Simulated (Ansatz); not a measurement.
# Zn (P-1) in Ansatz: convergence with k mesh

Aim: find how far k mesh must go before the results for Zn settle, at r2SCAN. This setting moves, with any that are tied to it; all else stays.

Everything below comes from runs of Ansatz 0.2.0. Logs are shortened: lines on timing, memory, paths and dates and some standing lists are left out, and cuts for length are marked.

### Step 1. The crystal as given

The typed cell holds 1 atom: a = 2.957 Å, b = 2.540 Å, c = 2.586 Å, α = 106.99°, β = 108.68°, γ = 110.68°.

### Step 2. With k mesh 3 × 4 × 4

Input file input.yaml:

```yaml
crystal:
  lattice:
    - [-1.59358157, 1.77661514, 1.74602158]
    - [1.50392065, -1.5066388, 1.38638431]
    - [1.54411154, 1.45716877, -1.47604523]
  atoms:
    - { symbol: Zn, position: [0.0, 0.0, 0.0] }
hamiltonian:
  xc: r2scan
  pseudopotentials: { kind: paw, source: jth }
kpoints:
  mp_grid: { grid: [3, 4, 4] }
scf:
  occupations: { method: gaussian, width: 0.05 }
output:
  forces: true
  stress: true
  eigenvalues: true
```

Potentials or basis: JTH PAW.

Started as:

```
> ansatz run input.yaml --threads 2 --pin off --max-ram 5632MiB --backend cpu --events-out ev --progress --plain --runs-dir out
```

Output:

```text
Warning: the checks of this Zn dataset prove no rule for summing its radial tables, as where they were carried onto another mesh than they were made on, and Gregory's rule is taken, under which a leading mesh point left out moves its sums only by what lay on the interval it spanned. That does not make them correct, and they differ from Quantum ESPRESSO's on this file; a re-export a fraction of a mesh step off can move them. hamiltonian.pseudopotentials.radial_quadrature: simpson_from_first_knot sums it by `pw.x`'s rule; on a PAW file no value gives `pw.x`'s numbers. What more to know: hamiltonian.pseudopotentials.radial_quadrature, in the input reference
Warning: RAYON_NUM_THREADS=2 ignored (pool sized by the plan → 2); use --threads N
Engine: ansatz 0.2.0, aarch64-unknown-linux-gnu
Pseudopotentials: kind: paw
Pseudopotential: Zn, paw, valence charge 12, recommended cutoff 1080 eV (normal), Zn.paw.azcp
Functional definition: r2SCAN
  parameter k0 = 0.174
  parameter k1 = 0.065
  parameter a1 = 4.9479
  exchange = r2scan_x(k0 = k0, k1 = k1, a1 = a1)
  correlation = r2scan_c
Crystal: 1 atoms, lattice volume = 15.311 Å³
Basis set: ecut = 1080 eV, 1231 PW (Γ), exchange–correlation on 160×144×144 points (64 copies of the dense FFT grid, shifted against one another)
Bands: 10, of which v1, the nominal top of the filled ones, is band 6 counted from 1 (5 counted from 0)
Symmetry: 2 space group operations
Space group: P-1 (ITA 2), of the structure as read, at distance tolerance 2.5e-5 Å
k-points: 26 of 48
Non-local potential: Zn, projectors of the file, l = 0: 2, l = 1: 2, l = 2: 2
PAW form: soft (Blöchl's): semilocal exchange-correlation on the pseudo side does not see the compensation charge
PAW frozen core: Zn, regenerated for the run's functional (the file was generated under x = pbe(κ = 0.804, μ = 0.2195149727645171), c = pbe(β = 0.06672455060314922))
PAW one-centre angular grid: Zn, 590 points (default); XC on 160 Gauss nodes
Initial density: superposition of atomic densities (chi_scale 0.1, normalization cell)
Initial wavefunctions: pseudopotential atomic-orbital guess
Functional: x = r2scan, c = r2scan; τ floored in thin density (d = 2e-4 eV/Å³)
iter 1 solved again at ethr=1.27e-3 eV; its pass at ethr=3.10e-3 eV (dr2=1.52e-1 eV) is discarded
SCF iter   1: F=—  HF=-3324.074138 eV  |F-HF|=—  |Δ(HF+E_count)|=         —  Δρ=3.06e-2  dr2=1.53e-1  dr2_τ=7.38e-4  ethr=1.27e-3  ⟨swp⟩=1.4  Hψ=3206  notcnv=0
preconditioner: auto → none  [insulator: Δε(μ)=0.088 eV  Ē_g=17.610 eV  σ=0.050 eV  W_gap=0.78  n_scr=2 (ndim 8)  ℏωp=32.9 eV  f_vac=0.000  D(μ)=0.60/eV (n_scr^D=2)  ε∞_Penn≈4.5]
SCF iter   2: F=—  HF=-3324.082369 eV  |F-HF|=—  |Δ(HF+E_count)|=   8.23e-3  Δρ=1.38e-2  dr2=1.10e-2  dr2_τ=1.46e-3  ethr=1.27e-3  ⟨swp⟩=3.0  Hψ=583  notcnv=0
SCF iter   3: F=—  HF=-3324.083219 eV  |F-HF|=—  |Δ(HF+E_count)|=   8.49e-4  Δρ=8.21e-3  dr2=1.09e-2  dr2_τ=2.08e-4  ethr=9.21e-5  ⟨swp⟩=3.3  Hψ=811  notcnv=0
SCF iter   4: F=—  HF=-3324.085877 eV  |F-HF|=—  |Δ(HF+E_count)|=   2.66e-3  Δρ=1.67e-3  dr2=4.22e-4  dr2_τ=5.71e-6  ethr=9.07e-5  ⟨swp⟩=3.8  Hψ=564  notcnv=0
SCF iter   5: F=—  HF=-3324.086144 eV  |F-HF|=—  |Δ(HF+E_count)|=   2.67e-4  Δρ=1.78e-4  dr2=3.39e-6  dr2_τ=2.07e-7  ethr=3.51e-6  ⟨swp⟩=2.7  Hψ=501  notcnv=0
SCF iter   6: F=—  HF=-3324.086153 eV  |F-HF|=—  |Δ(HF+E_count)|=   9.19e-6  Δρ=3.59e-5  dr2=5.19e-8  dr2_τ=5.22e-9  ethr=8.33e-10  ⟨swp⟩=11.0  Hψ=2290  notcnv=0
SCF iter   7: F=-3324.086153 eV  HF=-3324.086153 eV  |F-HF|=7.24e-10  |Δ(HF+E_count)|=   2.09e-8  Δρ=5.36e-6  dr2=1.15e-9  dr2_τ=8.31e-10  ethr=4.32e-10  ⟨swp⟩=5.0  Hψ=1318  notcnv=0
SCF 1 converged in 7 iterations: F = -3324.086153 eV  dr2 = 1.15e-9
SCF converged after 7 iterations
Free energy (F): -3324.086153 eV
Harris-Foulkes:  -3324.086153 eV  (|F-HF|=7.24e-10)
Internal energy: -3324.084929 eV  (E = F + TS)
E sigma→0 (E₀):  -3324.085541 eV
Entropy (-TS):   -0.001224 eV (-1.224 meV/atom)
Fermi energy:    12.679334 eV
--- Per-component energies (eV) ---
  E_band       = 62.475619
  E_kinetic    = 177.000951
  E_local      = -1505.046887  (includes V_loc(G=0)·N_el)
  E_nonlocal   = 504.201780
  E_hartree    = 384.574364
  E_xc         = -43.308084
  E_vxc        = -58.911854  (∫ρ·V_xc dr)
  E_paw        = -1639.613692  (= ΣΔE_a)
  E_vpaw       = 172.601405  (= ΣTr[D̂ρ^β])
  E_aug_tail   = 0.000139  (compensation charges beyond the density's cutoff)
  E_vtau       = 3.481306  (kinetic-family band-sum trace: ∫τ·v_τ [+ j·A + Jᵃ·Aᵃ] dr)
  E_ewald      = -1201.720091
  E_core_change = -0.173408  (= ΣΔE_core)
  E_smearing   = -0.001224  (= −TS)
  E_closure    = -0.000000  (closes the sum)
  Σ components = -3324.086153   (vs F -3324.086153, Δ=0.00e0)
--- Forces (eV/Å), atoms counted from 1 ---
  atom   1  Zn     0.00000000     0.00000000     0.00000000
  max |Σ_I F_I| component: 0.00e0 eV/Å
--- Stress (GPa, compression-positive) ---
       -9.028896       1.198509       2.558567
        1.198509      -0.118469       0.685093
        2.558567       0.685095       3.250994
  P = ⅓ Tr σ = -1.9655 GPa (-19.655 kbar)
--- Band table (eV; the first three rows and the last of 26) ---
  k-point 0: bands = ["1.6081", "4.1341", "4.3149", "4.7511", "4.9973", "5.0418", "27.5277", "31.1522", "32.5140", "32.7094"]
  k-point 1: bands = ["3.3878", "4.2702", "4.6802", "4.8346", "4.9507", "5.0198", "21.5920", "23.8032", "27.7720", "31.3833"]
  k-point 2: bands = ["3.7213", "4.0843", "4.9688", "5.0053", "5.3224", "9.8258", "11.9706", "21.7148", "25.8802", "29.0934"]
  k-point 25: bands = ["4.2493", "4.4052", "4.5498", "4.6399", "4.9147", "6.8370", "20.0487", "20.7151", "25.4496", "27.0866"]
```

It took 3 s on 2 threads of Arm Neoverse V1, shared host; peak memory 0.48 GiB.

What came out:

```yaml
Free_energy: -3324.0862 eV
Pressure: -2.0 GPa
Band_gap_on_the_k_mesh: none (metal or under the smearing width)
```

### Step 3. With k mesh 4 × 5 × 5

Changes to input.yaml since step 2:

```diff
@@ -11,3 +11,3 @@
 kpoints:
-  mp_grid: { grid: [3, 4, 4] }
+  mp_grid: { grid: [4, 5, 5] }
 scf:
```

Potentials or basis: JTH PAW.

Started as:

```
> ansatz run input.yaml --threads 2 --pin off --max-ram 5632MiB --backend cpu --events-out ev --progress --plain --runs-dir out
```

Run time: 4.1 s. Hardware: 2 threads of Arm Neoverse V1, shared host; peak memory 0.5 GiB.

What came out:

```
Free energy            : -3324.0104 eV
Pressure               : -3.0 GPa
Band gap on the k mesh : none (metal or under the smearing width)
```

### Step 4. With k mesh 5 × 6 × 6

Changes to input.yaml since step 3:

```diff
@@ -11,3 +11,3 @@
 kpoints:
-  mp_grid: { grid: [4, 5, 5] }
+  mp_grid: { grid: [5, 6, 6] }
 scf:
```

Started as:

```
> ansatz run input.yaml --threads 2 --pin off --max-ram 5632MiB --backend cpu --events-out ev --progress --plain --runs-dir out
```

Wall time 5.4 s (2 threads of Arm Neoverse V1, shared host); peak memory 0.53 GiB.

What came out:

- Free energy: -3324.0660 eV
- Pressure: -2.5 GPa
- Band gap on the k mesh: none (metal or under the smearing width)

### Step 5. With k mesh 6 × 7 × 7

Changes to input.yaml since step 4:

```diff
@@ -11,3 +11,3 @@
 kpoints:
-  mp_grid: { grid: [5, 6, 6] }
+  mp_grid: { grid: [6, 7, 7] }
 scf:
```

Started as:

```
> ansatz run input.yaml --threads 2 --pin off --max-ram 5632MiB --backend cpu --events-out ev --progress --plain --runs-dir out
```

It took 7.6 s on 2 threads of Arm Neoverse V1, shared host; peak memory 0.58 GiB.

Results:

| Quantity | Value |
| --- | --- |
| Free energy | -3324.0169 eV |
| Pressure | -2.2 GPa |
| Band gap on the k mesh | none (metal or under the smearing width) |

### Step 6. With k mesh 8 × 9 × 9

Changes to input.yaml since step 5:

```diff
@@ -11,3 +11,3 @@
 kpoints:
-  mp_grid: { grid: [6, 7, 7] }
+  mp_grid: { grid: [8, 9, 9] }
 scf:
```

Potentials or basis: JTH PAW.

Started as:

```
> ansatz run input.yaml --threads 2 --pin off --max-ram 5632MiB --backend cpu --events-out ev --progress --plain --runs-dir out
```

Run time: 15 s. Hardware: 2 threads of Arm Neoverse V1, shared host; peak memory 0.68 GiB.

Results (log left out):

```
Free energy            : -3324.0541 eV
Pressure               : -2.3 GPa
Band gap on the k mesh : none (metal or under the smearing width)
```

### Step 7. With k mesh 10 × 11 × 11

Changes to input.yaml since step 6:

```diff
@@ -11,3 +11,3 @@
 kpoints:
-  mp_grid: { grid: [8, 9, 9] }
+  mp_grid: { grid: [10, 11, 11] }
 scf:
```

Started as:

```
> ansatz run input.yaml --threads 2 --pin off --max-ram 5632MiB --backend cpu --events-out ev --progress --plain --runs-dir out
```

Run time: 26 s. Hardware: 2 threads of Arm Neoverse V1, shared host; peak memory 0.82 GiB.

Results (log left out):

```
Free energy            : -3324.0395 eV
Pressure               : -2.2 GPa
Band gap on the k mesh : none (metal or under the smearing width)
```

### Step 8. With k mesh 12 × 14 × 14

Changes to input.yaml since step 7:

```diff
@@ -11,3 +11,3 @@
 kpoints:
-  mp_grid: { grid: [10, 11, 11] }
+  mp_grid: { grid: [12, 14, 14] }
 scf:
```

Started as:

```
> ansatz run input.yaml --threads 2 --pin off --max-ram 5632MiB --backend cpu --events-out ev --progress --plain --runs-dir out
```

Wall time 50 s (2 threads of Arm Neoverse V1, shared host); peak memory 1.1 GiB.

Results (log left out):

- Free energy: -3324.0438 eV
- Pressure: -2.3 GPa
- Band gap on the k mesh: none (metal or under the smearing width)

### Step 9. With k mesh 15 × 17 × 17

Changes to input.yaml since step 8:

```diff
@@ -11,3 +11,3 @@
 kpoints:
-  mp_grid: { grid: [12, 14, 14] }
+  mp_grid: { grid: [15, 17, 17] }
 scf:
```

Potentials or basis: JTH PAW.

Started as:

```
> ansatz run input.yaml --threads 2 --pin off --max-ram 5632MiB --backend cpu --events-out ev --progress --plain --runs-dir out
```

Wall time 91 s (2 threads of Arm Neoverse V1, shared host); peak memory 1.6 GiB.

The run converged. Its results:

- Free energy: -3324.0428 eV
- Pressure: -2.3 GPa
- Band gap on the k mesh: none (metal or under the smearing width)

### Step 10. With k mesh 18 × 20 × 20

Changes to input.yaml since step 9:

```diff
@@ -11,3 +11,3 @@
 kpoints:
-  mp_grid: { grid: [15, 17, 17] }
+  mp_grid: { grid: [18, 20, 20] }
 scf:
```

Started as:

```
> ansatz run input.yaml --threads 2 --pin off --max-ram 5632MiB --backend cpu --events-out ev --progress --plain --runs-dir out
```

It took 2.5 min on 2 threads of Arm Neoverse V1, shared host; peak memory 2.4 GiB.

The run converged. Its results:

```yaml
Free_energy: -3324.0434 eV
Pressure: -2.4 GPa
Band_gap_on_the_k_mesh: none (metal or under the smearing width)
```

### Step 11. Summary

| k mesh | energy less the tightest run, at zero smearing (meV/atom) | pressure (GPa) | SCF cycles | CPU time (s) | peak memory (GiB) |
| --- | --- | --- | --- | --- | --- |
| 3 × 4 × 4 | -42.34 | -1.97 | 7 | 5.8 | 0.48 |
| 4 × 5 × 5 | 33.12 | -3.02 | 7 | 8.1 | 0.5 |
| 5 × 6 × 6 | -22.55 | -2.50 | 7 | 11 | 0.53 |
| 6 × 7 × 7 | 26.76 | -2.20 | 7 | 15 | 0.58 |
| 8 × 9 × 9 | -10.70 | -2.28 | 7 | 29 | 0.68 |
| 10 × 11 × 11 | 3.97 | -2.20 | 7 | 52 | 0.82 |
| 12 × 14 × 14 | -0.40 | -2.26 | 7 | 99 | 1.1 |
| 15 × 17 × 17 | 0.61 | -2.28 | 7 | 180 | 1.6 |
| 18 × 20 × 20 | 0.00 | -2.38 | 7 | 300 | 2.4 |

Against the tightest run, the energy stays within 1 meV/atom from 12 × 14 × 14 on; the pressure stays within 0.1 GPa from 15 × 17 × 17 on. Meshes of other sizes hit other points, so gaps and Fermi surfaces needn't settle smoothly. The tightest run that finished is the yardstick and may itself not be fully converged.
